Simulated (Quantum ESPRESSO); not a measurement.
# CoO (Fm-3m) in Quantum ESPRESSO: further runs

One crystal, CoO, is run at these levels: PBEsol; tasks: phonons.

Everything below comes from runs of Quantum ESPRESSO 7.5. Logs are shortened: lines on timing, memory, paths and dates and some standing lists are left out, and cuts for length are marked.

## (1) Starting point

It takes space group Fm-3m (No. 225, cubic). The conventional cell has a = 4.263 Å, b = 4.263 Å, c = 4.263 Å, α = 90.00°, β = 90.00°, γ = 90.00°. Co (site symmetry m-3m) is surrounded by 6 O at 2.13 Å. O (site symmetry m-3m) has 6 Co at 2.13 Å as nearest neighbours.

## (2) Phonons, PBEsol, collinear spin, ferromagnetic start, target pressure -3 GPa, at which the enthalpy is minimised

The input, pw.in:

```
&CONTROL
  calculation = 'scf'
  prefix = 'pwscf'
  outdir = './tmp'
  pseudo_dir = './pseudo'
  tprnfor = .true.
  tstress = .true.
  disk_io = 'low'
/
&SYSTEM
  ibrav = 0
  nat = 2
  ntyp = 2
  ecutwfc = 56
  ecutrho = 448
  nbnd = 21
  occupations = 'smearing'
  smearing = 'mv'
  degauss = 0.01469973
  nspin = 2
  starting_magnetization(1) = 0.1176
  starting_magnetization(2) = 0
/
&ELECTRONS
  conv_thr = 4d-10
  electron_maxstep = 120
  mixing_beta = 0.3
/
ATOMIC_SPECIES
Co    58.9332 co_pbesol_v1.2.uspp.F.UPF
O     15.9990 o_pbesol_v1.2.uspp.F.UPF
CELL_PARAMETERS angstrom
   0.0000000000    2.1315000000    2.1315000000
   2.1315000000    0.0000000000    2.1315000000
   2.1315000000    2.1315000000    0.0000000000
ATOMIC_POSITIONS angstrom
Co     0.0000000000    0.0000000000    0.0000000000
O      2.1315000000    2.1315000000    2.1315000000
K_POINTS automatic
9 9 9 0 0 0
```

The input, relax.in:

```
&CONTROL
  calculation = 'vc-relax'
  prefix = 'pwscf'
  outdir = './tmp'
  pseudo_dir = './pseudo'
  tprnfor = .true.
  tstress = .true.
  disk_io = 'low'
  nstep = 40
  forc_conv_thr = 0.0001
  etot_conv_thr = 1d-06
/
&SYSTEM
  ibrav = 0
  nat = 2
  ntyp = 2
  ecutwfc = 56
  ecutrho = 448
  nbnd = 21
  occupations = 'smearing'
  smearing = 'mv'
  degauss = 0.01469973
  nspin = 2
  starting_magnetization(1) = 0.1176
  starting_magnetization(2) = 0
/
&ELECTRONS
  conv_thr = 4d-10
  electron_maxstep = 120
  mixing_beta = 0.3
/
&IONS
  ion_dynamics = 'bfgs'
/
&CELL
  cell_dynamics = 'bfgs'
  press = -30
  press_conv_thr = 0.2
/
ATOMIC_SPECIES
Co    58.9332 co_pbesol_v1.2.uspp.F.UPF
O     15.9990 o_pbesol_v1.2.uspp.F.UPF
CELL_PARAMETERS angstrom
   0.0000000000    2.1315000000    2.1315000000
   2.1315000000    0.0000000000    2.1315000000
   2.1315000000    2.1315000000    0.0000000000
ATOMIC_POSITIONS angstrom
Co     0.0000000000    0.0000000000    0.0000000000
O      2.1315000000    2.1315000000    2.1315000000
K_POINTS automatic
9 9 9 0 0 0
```

The input, scf2.in:

```
&CONTROL
  calculation = 'scf'
  prefix = 'pwscf'
  outdir = './tmp'
  pseudo_dir = './pseudo'
  tprnfor = .true.
  tstress = .true.
  disk_io = 'low'
/
&SYSTEM
  ibrav = 0
  nat = 2
  ntyp = 2
  ecutwfc = 56
  ecutrho = 448
  nbnd = 21
  occupations = 'smearing'
  smearing = 'mv'
  degauss = 0.01469973
  nspin = 2
  starting_magnetization(1) = 0.1176
  starting_magnetization(2) = 0
/
&ELECTRONS
  conv_thr = 1d-13
  electron_maxstep = 120
  mixing_beta = 0.3
  startingpot = 'file'
  startingwfc = 'file'
/
ATOMIC_SPECIES
Co    58.9332 co_pbesol_v1.2.uspp.F.UPF
O     15.9990 o_pbesol_v1.2.uspp.F.UPF
CELL_PARAMETERS angstrom
   0.0000000000    2.1001418200    2.1001418200
   2.1001418200    0.0000000000    2.1001418200
   2.1001418200    2.1001418200    0.0000000000
ATOMIC_POSITIONS angstrom
Co     0.0000000000    0.0000000000    0.0000000000
O      2.1001418200    2.1001418200    2.1001418200
K_POINTS automatic
9 9 9 0 0 0
```

The input, ph.in:

```
phonons of CoO
&INPUTPH
  prefix = 'pwscf'
  outdir = './tmp'
  tr2_ph = 1d-18
  fildyn = 'dyn'
  niter_ph = 90
  alpha_mix(1) = 0.4
/
0.0000000000 0.0000000000 0.0000000000
```

The input, dynmat.in:

```
&INPUT
  fildyn = 'dyn'
  asr = 'crystal'
  filout = 'dynmat.disp'
  fileig = 'dynmat.eig'
/
```

Potentials or basis: GBRV 1.5 PBEsol.

Started as:

```sh
OMP_NUM_THREADS=1 mpirun -n 4 pw.x -nk 4 -in pw.in > pw.out
OMP_NUM_THREADS=1 mpirun -n 4 pw.x -nk 4 -in relax.in > relax.out
OMP_NUM_THREADS=1 mpirun -n 4 pw.x -nk 4 -in scf2.in > scf2.out
OMP_NUM_THREADS=1 mpirun -n 4 ph.x -nk 4 -in ph.in > ph.out
OMP_NUM_THREADS=1 mpirun -n 1 dynmat.x -in dynmat.in > dynmat.out
```

pw.out:

```text
This program is part of the open-source Quantum ESPRESSO suite
     for quantum simulation of materials; please cite
[... 6 lines left out ...]
     using ibrav=0 with symmetry is DISCOURAGED, use correct ibrav instead

     K-points division:     npool     =       4
     Subspace diagonalization in iterative solution of the eigenvalue problem:
     a serial algorithm will be used

     G-vector sticks info
     --------------------
     sticks:   dense  smooth     PW     G-vecs:    dense   smooth      PW
     Sum        1003     499    163                20875     7391    1363

     Using Slab Decomposition

     bravais-lattice index     =            0
     lattice parameter (alat)  =       5.6964  a.u.
     unit-cell volume          =     130.7021 (a.u.)^3
     number of atoms/cell      =            2
     number of atomic types    =            2
     number of electrons       =        23.00
     number of Kohn-Sham states=           21
     kinetic-energy cutoff     =      56.0000  Ry
     charge density cutoff     =     448.0000  Ry
     scf convergence threshold =      4.0E-10
     mixing beta               =       0.3000
     number of iterations used =            8  plain     mixing
     Exchange-correlation= SLA  PW   PSX  PSC
                           (   1   4  10   8   0   0   0)

     celldm(1)=   5.696383  celldm(2)=   0.000000  celldm(3)=   0.000000
     celldm(4)=   0.000000  celldm(5)=   0.000000  celldm(6)=   0.000000

     crystal axes: (cart. coord. in units of alat)
               a(1) = (   0.000000   0.707107   0.707107 )
               a(2) = (   0.707107   0.000000   0.707107 )
               a(3) = (   0.707107   0.707107   0.000000 )

     reciprocal axes: (cart. coord. in units 2 pi/alat)
               b(1) = ( -0.707107  0.707107  0.707107 )
               b(2) = (  0.707107 -0.707107  0.707107 )
               b(3) = (  0.707107  0.707107 -0.707107 )

     PseudoPot. # 1 for Co read from file:
     co_pbesol_v1.2.uspp.F.UPF
     Pseudo is Ultrasoft + core correction, Zval = 17.0
     Generated by new atomic code, or converted to UPF format
     Using radial grid of  863 points,  6 beta functions with:
                l(1) =   0
                l(2) =   0
                l(3) =   1
                l(4) =   1
                l(5) =   2
                l(6) =   2
     Q(r) pseudized with  8 coefficients,  rinner =    1.200   1.200   1.200
                                                       1.200   1.200

     PseudoPot. # 2 for O  read from file:
     o_pbesol_v1.2.uspp.F.UPF
     Pseudo is Ultrasoft + core correction, Zval =  6.0
     Generated by new atomic code, or converted to UPF format
     Using radial grid of  737 points,  5 beta functions with:
                l(1) =   0
                l(2) =   0
                l(3) =   1
                l(4) =   1
                l(5) =   2
     Q(r) pseudized with  8 coefficients,  rinner =    0.900   0.900   0.900
                                                       0.900   0.900

     atomic species   valence    mass     pseudopotential
     Co               17.00    58.93320     Co( 1.00)
     O                 6.00    15.99900     O ( 1.00)

     Starting magnetic structure
     atomic species   magnetization
     Co              0.118
     O               0.000

     48 Sym. Ops., with inversion, found

   Cartesian axes

     site n.     atom                  positions (alat units)
         1        Co     tau(   1) = (   0.0000000   0.0000000   0.0000000  )
         2        O      tau(   2) = (   0.7071068   0.7071068   0.7071068  )

     number of k points=    35  Marzari-Vanderbilt smearing, width (Ry)=  0.0147
                       cart. coord. in units 2pi/alat
        k(    1) = (   0.0000000   0.0000000   0.0000000), wk =   0.0013717
        k(    2) = (   0.0785674   0.0785674  -0.0785674), wk =   0.0109739
        k(    3) = (   0.1571348   0.1571348  -0.1571348), wk =   0.0109739
        k(    4) = (   0.2357023   0.2357023  -0.2357023), wk =   0.0109739
        k(    5) = (   0.3142697   0.3142697  -0.3142697), wk =   0.0109739
        k(    6) = (   0.1571348   0.0000000  -0.0000000), wk =   0.0082305
[... 27 lines left out ...]
        k(   34) = (  -0.0000000  -0.4714045   0.6285394), wk =   0.0329218
        k(   35) = (  -0.0785674  -0.3928371   0.7071068), wk =   0.0329218

     Dense  grid:    20875 G-vectors     FFT dimensions: (  40,  40,  40)

     Smooth grid:     7391 G-vectors     FFT dimensions: (  27,  27,  27)

     Check: negative core charge=   -0.000025
     Generating pointlists ...
     new r_m :   0.2917 (alat units)  1.6615 (a.u.) for type    1
     new r_m :   0.2917 (alat units)  1.6615 (a.u.) for type    2

     Initial potential from superposition of free atoms

     starting charge      22.0000, renormalised to      23.0000
     Starting wfcs are   17 randomized atomic wfcs +    4 random wfcs

     Self-consistent Calculation

     iteration #  1     ecut=    56.00 Ry     beta= 0.30
     Davidson diagonalization with overlap
     ethr =  1.00E-02,  avg # of iterations =  5.2

     total energy              =    -327.97854949 Ry
     estimated scf accuracy    <       7.51468454 Ry

     total magnetization       =     2.52 Bohr mag/cell
     absolute magnetization    =     2.56 Bohr mag/cell

     iteration #  2     ecut=    56.00 Ry     beta= 0.30
     Davidson diagonalization with overlap
     ethr =  1.00E-02,  avg # of iterations =  2.1

     total energy              =    -329.24616429 Ry
     estimated scf accuracy    <       9.35223495 Ry

     total magnetization       =     0.23 Bohr mag/cell
     absolute magnetization    =     0.25 Bohr mag/cell

     iteration #  3     ecut=    56.00 Ry     beta= 0.30
     Davidson diagonalization with overlap
     ethr =  1.00E-02,  avg # of iterations =  1.4

     total energy              =    -330.41494029 Ry
     estimated scf accuracy    <       0.18882468 Ry

     total magnetization       =     2.73 Bohr mag/cell
     absolute magnetization    =     2.73 Bohr mag/cell
[... 145 lines left out ...]
     total energy              =    -330.42895849 Ry
     estimated scf accuracy    <       0.00000056 Ry

     total magnetization       =     3.01 Bohr mag/cell
     absolute magnetization    =     3.04 Bohr mag/cell

     iteration # 19     ecut=    56.00 Ry     beta= 0.30
     Davidson diagonalization with overlap
     ethr =  2.42E-09,  avg # of iterations =  1.0

     total energy              =    -330.42895847 Ry
     estimated scf accuracy    <       0.00000017 Ry

     total magnetization       =     3.01 Bohr mag/cell
     absolute magnetization    =     3.04 Bohr mag/cell

     iteration # 20     ecut=    56.00 Ry     beta= 0.30
     Davidson diagonalization with overlap
     ethr =  7.44E-10,  avg # of iterations =  1.8

     Magnetic moment per site  (integrated on atomic sphere of radius R)
     atom   1 (R=0.292)  charge= 14.6055  magn=  2.5542
     atom   2 (R=0.292)  charge=  5.7421  magn=  0.3579

     End of self-consistent calculation

 ------ SPIN UP ------------

          k = 0.0000 0.0000 0.0000 (   941 PWs)   bands (ev):

   -83.2533 -46.6242 -46.6242 -46.6242  -6.6171  10.2620  10.2620  10.2620
    10.3096  10.3096  10.3385  10.3385  10.3385  14.3747  30.0609  31.3522
    31.3522  31.3522  34.7251  34.7251  34.7251

          k = 0.0786 0.0786-0.0786 (   917 PWs)   bands (ev):

   -83.2529 -46.6285 -46.6248 -46.6248  -6.4877   9.1571   9.3133   9.3133
    10.3481  10.3481  10.6841  11.3799  11.3799  15.2018  27.9519  30.8923
    30.8923  32.2289  33.9938  33.9938  36.3079

          k = 0.1571 0.1571-0.1571 (   920 PWs)   bands (ev):

   -83.2518 -46.6395 -46.6262 -46.6262  -6.1408   7.5801   8.4623   8.4623
    10.5578  10.5578  10.9330  12.3655  12.3655  16.7070  25.3886  29.3493
    29.3493  32.6436  34.2862  34.2862  39.4749

          k = 0.2357 0.2357-0.2357 (   926 PWs)   bands (ev):

   -83.2506 -46.6520 -46.6279 -46.6279  -5.7049   6.1934   7.8498   7.8498
    10.8065  10.8065  11.2447  13.1467  13.1467  17.9099  23.5276  27.7651
    27.7651  33.0795  35.6317  35.6317  40.0948

          k = 0.3143 0.3143-0.3143 (   926 PWs)   bands (ev):

   -83.2499 -46.6602 -46.6290 -46.6290  -5.3895   5.3771   7.5302   7.5302
    10.9751  10.9751  11.5034  13.5890  13.5890  18.3572  22.7541  26.8407
    26.8407  33.5783  37.3240  37.3240  38.7040

          k = 0.1571 0.0000-0.0000 (   925 PWs)   bands (ev):
[... 157 lines left out ...]
   -83.2493 -46.6515 -46.6424 -46.6320  -5.3534   6.2753   7.6323   7.6575
    10.8241  10.9126  11.5016  11.5768  13.1133  20.6258  22.9500  23.5775
    27.5990  33.5343  35.3113  39.9281  41.8985

          k =-0.0786-0.5500 0.7071 (   931 PWs)   bands (ev):

   -83.2487 -46.6553 -46.6402 -46.6377  -5.3158   6.6532   8.2201   8.2523
    10.2627  10.9919  11.2937  11.3224  11.7343  19.9337  23.1060  24.2663
    27.9973  30.4441  39.2479  41.2039  43.8091

          k =-0.0000-0.4714 0.6285 (   930 PWs)   bands (ev):

   -83.2486 -46.6526 -46.6447 -46.6371  -5.2506   6.9247   7.3705   7.9627
    10.5632  11.1707  11.2815  11.3334  12.0927  20.7776  23.1405  23.4112
    27.3164  31.7345  37.1782  41.6976  43.3678

          k =-0.0786-0.3928 0.7071 (   922 PWs)   bands (ev):

   -83.2487 -46.6505 -46.6460 -46.6373  -5.2405   6.8869   7.4495   7.5814
    10.9271  10.9478  11.3102  11.3269  12.3007  21.3562  22.9391  23.4404
    26.4628  33.4479  35.1999  42.2451  43.0514

 ------ SPIN DOWN ----------

          k = 0.0000 0.0000 0.0000 (   941 PWs)   bands (ev):

   -79.8179 -43.3193 -43.3193 -43.3193  -6.0436  10.9961  10.9961  10.9961
    12.6330  12.6330  12.6330  13.4996  13.4996  14.9578  29.9529  32.0197
    32.0197  32.0197  35.7290  35.7290  35.7290

          k = 0.0786 0.0786-0.0786 (   917 PWs)   bands (ev):

   -79.8174 -43.3246 -43.3200 -43.3200  -5.9095   9.9905  10.5672  10.5672
    12.7781  12.7781  12.8344  13.9521  13.9521  15.8148  28.3396  31.5811
    31.5811  32.5939  34.8807  34.8807  37.1270

          k = 0.1571 0.1571-0.1571 (   920 PWs)   bands (ev):

   -79.8162 -43.3380 -43.3218 -43.3218  -5.5495   8.3216   9.8390   9.8390
    13.0671  13.0671  13.1215  14.8370  14.8370  17.3368  25.9788  30.0488
    30.0488  33.1290  35.0292  35.0292  40.0014

          k = 0.2357 0.2357-0.2357 (   926 PWs)   bands (ev):

   -79.8148 -43.3532 -43.3238 -43.3238  -5.0955   6.8664   9.2486   9.2486
    13.3901  13.3901  13.5152  15.6538  15.6538  18.4486  24.2479  28.3997
    28.3997  33.6951  36.2970  36.2970  40.4926

          k = 0.3143 0.3143-0.3143 (   926 PWs)   bands (ev):

   -79.8139 -43.3631 -43.3251 -43.3251  -4.7655   6.0114   8.9305   8.9305
    13.6089  13.6089  13.8799  16.1447  16.1447  18.7087  23.6205  27.4096
    27.4096  34.2751  37.9791  37.9791  39.0357

          k = 0.1571 0.0000-0.0000 (   925 PWs)   bands (ev):
[... 157 lines left out ...]
   -79.8132 -43.3525 -43.3413 -43.3287  -4.7135   7.0074   8.3910   8.9581
    13.2305  13.6476  13.8847  14.4346  15.8078  21.3182  23.7261  24.1934
    28.2934  34.0368  35.8933  40.4290  42.4105

          k =-0.0786-0.5500 0.7071 (   931 PWs)   bands (ev):

   -79.8125 -43.3571 -43.3386 -43.3356  -4.6583   7.2092   9.0514   9.1773
    12.2071  13.8538  13.9305  14.2649  14.7475  20.8037  23.6692  25.0411
    28.6988  31.1183  39.6021  42.0185  44.5934

          k =-0.0000-0.4714 0.6285 (   930 PWs)   bands (ev):

   -79.8124 -43.3538 -43.3442 -43.3348  -4.5919   7.4945   8.1615   8.9976
    12.7499  13.7281  13.9281  14.4384  14.9782  21.6716  23.7048  24.1234
    28.0117  32.3797  37.5525  42.5140  43.6716

          k =-0.0786-0.3928 0.7071 (   922 PWs)   bands (ev):

   -79.8125 -43.3512 -43.3457 -43.3352  -4.5838   7.5494   8.1381   8.6617
    13.1812  13.5189  13.9282  14.3964  15.1553  22.2874  23.5480  24.0881
    27.1283  34.0108  35.7038  43.1123  43.7250

     the Fermi energy is    13.7467 ev

!    total energy              =    -330.42895849 Ry
     estimated scf accuracy    <          2.6E-10 Ry
     smearing contrib. (-TS)   =      -0.00093343 Ry
     internal energy E=F+TS    =    -330.42802506 Ry

     The total energy is F=E-TS. E is the sum of the following terms:
     one-electron contribution =    -182.87234399 Ry
     hartree contribution      =     104.55483083 Ry
     xc contribution           =     -39.54765018 Ry
     ewald contribution        =    -212.56286172 Ry

     total magnetization       =     3.01 Bohr mag/cell
     absolute magnetization    =     3.04 Bohr mag/cell

     convergence has been achieved in  20 iterations

     Forces acting on atoms (cartesian axes, Ry/au):

     atom    1 type  1   force =     0.00000000    0.00000000    0.00000000
     atom    2 type  2   force =     0.00000000    0.00000000   -0.00000000

     Total force =     0.000000     Total SCF correction =     0.000000

     Computing stress (Cartesian axis) and pressure

          total   stress  (Ry/bohr**3)                   (kbar)     P=     -105.45
  -0.00071686  -0.00000000  -0.00000000         -105.45       -0.00       -0.00
  -0.00000000  -0.00071686   0.00000000           -0.00     -105.45        0.00
  -0.00000000   0.00000000  -0.00071686           -0.00        0.00     -105.45

=------------------------------------------------------------------------------=
   JOB DONE.
=------------------------------------------------------------------------------=
```

Run time: 2.8 min. Hardware: 4 MPI ranks of Arm Neoverse V2, shared host; peak memory 0.52 GiB.

What came out:

```yaml
Free_energy: -4495.7501 eV
Relaxed_volume: 9.26 Å³/atom
Relaxed_cell: a = 2.970 Å, b = 2.970 Å, c = 2.970 Å, α = 60.00°, β = 60.00°, γ = 60.00°
Space_group_after_relaxing_to_0.05_Å: Fm-3m (No. 225)
Pressure_after_relaxing: -3.1 GPa
Band_gap_on_the_k_mesh: none (metal or under the smearing width)
Net_moment: 2.94 μB per cell
Absolute_moment: 2.96 μB per cell
Site_moments: Co +2.49; O +0.34 μB
Valence_electrons_inside_the_program's_atomic_spheres: Co 14.61; O 5.74
Highest_phonon_frequency_at_Γ: 75 cm⁻¹
```

The path:
| step | energy change (eV) | largest force (eV/Å) | pressure (GPa) | volume (Å³) |
| --- | --- | --- | --- | --- |
| 1 | 0.0000 | 0.0000 | -10.55 | 19.37 |
| 2 | -0.0337 | 0.0000 | -3.99 | 18.63 |
| 3 | -0.0360 | 0.0000 | -3.01 | 18.53 |
| 4 | -0.0360 | 0.0000 | -3.00 | 18.53 |

Final structure:
```
CELL_PARAMETERS angstrom
0.00000 2.10014 2.10014
2.10014 0.00000 2.10014
2.10014 2.10014 0.00000
ATOMIC_POSITIONS crystal
Co 0.00000 0.00000 0.00000
O 0.50000 0.50000 0.50000
```

Levels at points of the mesh, in eV from the Fermi level:
Spin up:
```tsv
k point	band 9	band 10	band 11	band 12	band 13	band 14	band 15	band 16	band 17	band 18
(0.00, 0.00, 0.00)	-3.52	-3.52	-3.52	-3.44	-3.44	0.88	16.45	17.96	17.96	17.96
```
Spin down:
```csv
k point,band 8,band 9,band 10,band 11,band 12,band 13
"(0.00, 0.00, 0.00)",-2.96,-1.21,-1.21,-1.21,-0.31,-0.31
```

Phonon frequencies in cm⁻¹ (negative: imaginary):
| q point | frequencies |
| --- | --- |
| (0.000, 0.000, 0.000) | -13 -13 -13 75 75 75 |

Optical modes at Γ, degenerate ones joined:
```tsv
cm⁻¹	components	symmetry	active in
74	3	T1u	IR
```

Caveat: the mesh is thin for the phonons of a metal; the cell is more than 3 GPa from zero pressure, which shifts response properties; a cell with one magnetic atom can't hold antiferromagnetic order, which such compounds often take; semilocal functionals often make such compounds metallic where correlation or magnetic order opens a gap, which also shifts bond lengths.

[end of part 1 of 2]
